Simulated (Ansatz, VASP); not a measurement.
## BAs in two plane-wave programs

One calculation is typed for both programs; each brings its own data sets and cutoff. How far apart do they land?

Main program and level: Ansatz 0.2.0; plane waves, with VASP 6.6.1 beside it; G0W0 gap at PBE.

### Step 1. Set-up

It takes space group F-43m (No. 216, cubic). The conventional cell has a = 4.777 Å, b = 4.777 Å, c = 4.777 Å, α = 90.00°, β = 90.00°, γ = 90.00°. Nearest to B lie 4 As at 2.07 Å. As has 4 B at 2.07 Å nearest. Farther neighbours are not listed.

### Step 2. Ansatz: G0W0 gap, PBE

Ansatz runs on its default PAW (the set named soft_2) files.

Quasiparticle shifts depend on high empty states and on the cores, so they are the hardest test of two PAW sets.

input.yaml reads:

```yaml
crystal:
  lattice:
    - [0.0, 2.3885, 2.3885]
    - [2.3885, 0.0, 2.3885]
    - [2.3885, 2.3885, 0.0]
  atoms:
    - { symbol: B, position: [0.0, 0.0, 0.0] }
    - { symbol: As, position: [0.25, 0.25, 0.25] }
hamiltonian:
  xc: pbe
  pseudopotentials: { kind: paw }
kpoints:
  mp_grid: { grid: [4, 4, 4] }
scf:
  occupations: { method: fixed }
gw:
  n_empty_bands: 60
  ecut_chi: 100.0
  qp_bands: [v2, c2]
  qp_kpoints: band_edges
  screening: { model: contour_deformation }
```

Command:

```
$ ansatz run input.yaml --threads 4 --pin off --max-ram 9216MiB --backend cpu --events-out ev --progress --plain --runs-dir out
```

Numbers of over 12 decimals in the logs are rounded to 6 here.

Log:

```text
Engine: ansatz 0.2.0, aarch64-unknown-linux-gnu
Pseudopotentials: kind: paw
Pseudopotential: B, paw, valence charge 3, recommended cutoff 420 eV (normal), B.paw.azcp
Pseudopotential: As, paw, valence charge 15, recommended cutoff 420 eV (normal), As.paw.azcp
Functional definition: PBE
  parameter kappa = 0.804
  parameter beta = 0.066725
  exchange = pbe_x(kappa = kappa, mu = beta*pi^2/3)
  correlation = pbe_c(beta = beta)
Crystal: 2 atoms, lattice volume = 27.252 Å³
Basis set: ecut = 420 eV, 531 PW (Γ)
Bands: 13, of which v1, the nominal top of the filled ones, is band 9 counted from 1 (8 counted from 0)
Symmetry: 24 space group operations
Space group: F-43m (ITA 216), of the structure as read, at distance tolerance 3.0e-5 Å
k-points: 8 of 64 (time reversal used)
Non-local potential: B, projectors of the file, l = 0: 2, l = 1: 2, l = 2: 1
Non-local potential: As, projectors of the file, l = 0: 2, l = 1: 2, l = 2: 3, l = 3: 1
PAW form: soft (Blöchl's): semilocal exchange-correlation on the pseudo side does not see the compensation charge
PAW one-centre angular grid: B, 110 points (default); XC on 64 Gauss nodes
PAW one-centre angular grid: As, 590 points (default); XC on 64 Gauss nodes
Initial density: superposition of atomic densities (neutral atoms: chi_scale 0, normalization atom), corrected by the library's trained network
Initial wavefunctions: pseudopotential atomic-orbital guess
Functional: x = pbe(κ = 0.804, μ = 0.219515), c = pbe(β = 0.066725)
SCF iter   1: F=—  HF=-5011.922563 eV  |F-HF|=—  |Δ(HF+E_count)|=         —  Δρ=2.45e-3  dr2=1.97e-3  ethr=1.77e-3  ⟨swp⟩=4.2  Hψ=509  notcnv=0  defer=10
preconditioner: auto → none  [insulator: Δε(μ)=1.443 eV  Ē_g=12.317 eV  n_scr=8 (ndim 8)  ℏωp=20.1 eV  f_vac=0.001  ε∞_Penn≈3.7]
SCF iter   2: F=—  HF=-5011.922089 eV  |F-HF|=—  |Δ(HF+E_count)|=   4.74e-4  Δρ=1.02e-3  dr2=2.77e-4  ethr=1.09e-5  ⟨swp⟩=2.0  Hψ=195  notcnv=0  defer=13
SCF iter   3: F=—  HF=-5011.922120 eV  |F-HF|=—  |Δ(HF+E_count)|=   3.11e-5  Δρ=1.54e-4  dr2=5.02e-6  ethr=1.54e-6  ⟨swp⟩=2.9  Hψ=188  notcnv=0  defer=13
SCF iter   4: F=—  HF=-5011.922122 eV  |F-HF|=—  |Δ(HF+E_count)|=   1.60e-6  Δρ=6.84e-5  dr2=8.78e-7  ethr=2.79e-8  ⟨swp⟩=2.0  Hψ=176  notcnv=0
SCF iter   5: F=—  HF=-5011.922122 eV  |F-HF|=—  |Δ(HF+E_count)|=   6.60e-7  Δρ=2.61e-5  dr2=1.31e-7  ethr=4.88e-9  ⟨swp⟩=3.0  Hψ=178  notcnv=0
SCF iter   6: F=-5011.922122 eV  HF=-5011.922122 eV  |F-HF|=7.55e-9  |Δ(HF+E_count)|=   1.27e-7  Δρ=5.12e-6  dr2=4.25e-9  ethr=5.56e-10  ⟨swp⟩=4.0  Hψ=392  notcnv=0
SCF 1 converged in 6 iterations: F = -5011.922122 eV  dr2 = 4.25e-9
  greatest PAW one-centre occupation: 0.999 electrons in one spin orbital (limit 2), on the As atom at site 1 (counted from 0), in its partial waves of l = 2
NSCF: frozen V_eff on 8 k-points
G₀W₀ screening: q 1/8
G₀W₀ screening: q 2/8 (q-point 5)
G₀W₀ screening: q 3/8 (q-point 6)
G₀W₀ screening: q 4/8 (q-point 2)
G₀W₀ screening: q 5/8 (q-point 4)
G₀W₀ screening: q 6/8 (q-point 8)
G₀W₀ screening: q 7/8 (q-point 3)
G₀W₀ screening: q 8/8 (q-point 7)
G₀W₀ self-energy: k 1/5
G₀W₀ self-energy: k 2/5
G₀W₀ self-energy: k 3/5
G₀W₀ self-energy: k 4/5
G₀W₀ self-energy: k 5/5
NSCF: frozen V_eff on 1 k-points
SCF converged after 6 iterations
Free energy (F): -5011.922122 eV
Harris-Foulkes:  -5011.922122 eV  (|F-HF|=7.55e-9)
Internal energy: -5011.922122 eV  (E = F + TS)
E sigma→0 (E₀):  -5011.922122 eV
Fermi energy:    11.165030 eV
--- Per-component energies (eV) ---
  E_band       = -209.400205
  E_kinetic    = 152.838505
  E_local      = -1694.950534  (includes V_loc(G=0)·N_el)
  E_nonlocal   = -657.979644
  E_hartree    = 940.833377
  E_xc         = -111.461893
  E_vxc        = -117.709533  (∫ρ·V_xc dr)
  E_paw        = -1915.426943  (= ΣΔE_a)
  E_vpaw       = 226.733026  (= ΣTr[D̂ρ^β])
  E_aug_tail   = 0.000007  (compensation charges beyond the density's cutoff)
  E_ewald      = -1725.774997
  E_smearing   = -0.000000  (= −TS)
  E_closure    = -0.000000  (closes the sum)
  Σ components = -5011.922122   (vs F -5011.922122, Δ=0.00e0)
--- Band table (eV; the first three rows and the last of 8) ---
  k-point 0: bands = [... 5 lower, -4.2503, 11.1650, 11.1650, 11.1650, 14.4294, 14.4294, 14.4294, 15.8417]
  k-point 1: bands = [... 5 lower, -3.2481, 6.2221, 10.0135, 10.0135, 14.2240, 15.8104, 15.8104, 19.0706]
  k-point 2: bands = [... 5 lower, -1.3782, 2.3751, 9.3407, 9.3407, 13.8497, 15.9413, 15.9413, 20.0424]
  k-point 7: bands = [... 5 lower, 0.0929, 3.1083, 5.6692, 5.9669, 16.4228, 17.1040, 17.9663, 18.1978]
--- G₀W₀: contour deformation, 7 samples at zero and on the imaginary axis and 2 off it, 64 q-points, 60 empty bands' worth ---
  eigenvalues of the whole cell's RPA ε∞ on this k-mesh (on a slab, of 1 + 4πα/V) = 14.1837, 14.1837, 14.1837; static W/v taken at q = 0 is 0.070503
  bands read: the sum over 69 bands ends inside a degenerate multiplet in 1 slot, whose members it reads at an even weight; the widest, k=3: bands 69 to 70 (counted from 1) at 1/2 each
  gw.qp_kpoints: band_edges: 5 of 8 stored k-points solved, in 1 pass; an edge of the gap read off the rows below is read off those points alone
    valence top: of the k-points left out ik 5 came nearest to being solved in a further pass, in band 9 (counted from 1, as in the quasiparticle table): it holds the edge there only if its correction is more favourable than any solved in that band by at least 1.971 eV; those differ by 0.221 eV
    conduction bottom: of the k-points left out ik 4 came nearest to being solved in a further pass, in band 10 (counted from 1, as in the quasiparticle table): it holds the edge there only if its correction is more favourable than any solved in that band by at least 0.962 eV; those differ by 0.356 eV
    ik  band        ε_KS         Σx   Σc(E_QP)       V_xc       Z   E_QP_lin       E_QP  E_QP is
     0     8     11.1650   -16.7736     1.3731   -15.0612  0.7945    10.8250    10.8257  root
     0     9     11.1650   -16.7736     1.3731   -15.0612  0.7945    10.8250    10.8257  root
     0    10     14.4294    -8.9709    -4.4210   -13.8000  0.7942    14.8390    14.8374  root
     0    11     14.4294    -8.9709    -4.4210   -13.8000  0.7942    14.8390    14.8374  root
     1     8     10.0135   -16.7245     1.6733   -14.6552  0.7898     9.6162     9.6175  root
     1     9     10.0135   -16.7245     1.6733   -14.6552  0.7898     9.6162     9.6175  root
     1    10     14.2240    -9.5538    -4.6565   -14.6551  0.7888    14.6710    14.6688  root
     1    11     15.8104    -8.6118    -4.8302   -13.8816  0.7888    16.2510    16.2499  root
     2     8      9.3407   -16.9776     1.9822   -14.5495  0.7852     8.8930     8.8948  root
     2     9      9.3407   -16.9776     1.9822   -14.5495  0.7852     8.8930     8.8948  root
     2    10     13.8497    -9.8269    -4.6039   -14.8579  0.7911    14.2785    14.2767  root
     2    11     15.9413    -7.8302    -4.8950   -13.0953  0.7797    16.3099    16.3114  root
     3     8      8.4568   -16.6802     2.1638   -14.0285  0.7796     7.9660     7.9689  root
     3     9      8.4568   -16.6802     2.1638   -14.0285  0.7796     7.9660     7.9689  root
     3    10     12.8139    -8.2444    -4.1465   -12.6306  0.8017    13.0540    13.0536  root
     3    11     15.6837    -7.1093    -5.0315   -12.4155  0.7842    15.9595    15.9584  root
     6     8      7.0803   -17.0069     2.7432   -13.7037  0.7657     6.5165     6.5204  root
     6     9      7.0803   -17.0069     2.7432   -13.7037  0.7657     6.5165     6.5204  root
     6    10     12.5872    -7.7640    -4.1608   -12.0140  0.8041    12.6765    12.6764  root
     6    11     12.6001    -7.4698    -4.2542   -11.9164  0.8084    12.7928    12.7924  root
```

Elapsed: 1.8 s, on 4 threads of Arm Neoverse V2, shared host; peak memory 0.31 GiB; 5.6 s of CPU time.

(Continued in part 2 of 2.)

[Lines on the potential files, build, host, timing and source positions are cut from VASP's logs without a mark.]

[Logs are printed without paths, hosts, clocks, repeated set-up lines and the standing remarks that a program may print on its own settings, such as how far it seeks lower states.]

[Hosts, paths, dates, database ids (printed as entryN), source tags and the programs' standing remarks are cut or masked in the printed files.]
